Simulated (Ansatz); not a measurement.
Take ZrO2 in the fluorite structure (space group Fm-3m, No. 225; a = 5.089 Å) as the base. Axes: x, y, z lie along the cube axes.

Computed with plane-wave PAW DFT at the r2SCAN level (Ansatz, a program for electronic structure, 500 eV), scalar-relativistic without spin-orbit coupling.

One thing is altered: a pure shear with ε_yz = ε_zy = -0.0130; the atoms relax in the strained cell.

**Question.** Predict the stress tensor and what it implies for the stiffness.

**Answer.** Stress of the strained cell less that of the base (GPa, compression positive):
```
   0.07    0.00    0.00
   0.00    0.11    1.83
   0.00    1.83    0.11
```

Then −Δσ/γ with γ = 2ε = -0.0260 gives secant stiffness values (nonlinear terms included at this strain): C44 ≈ 71 GPa.

Stability against distortions was not tested. This is not the structure that ZrO2 has at room temperature and ambient pressure.
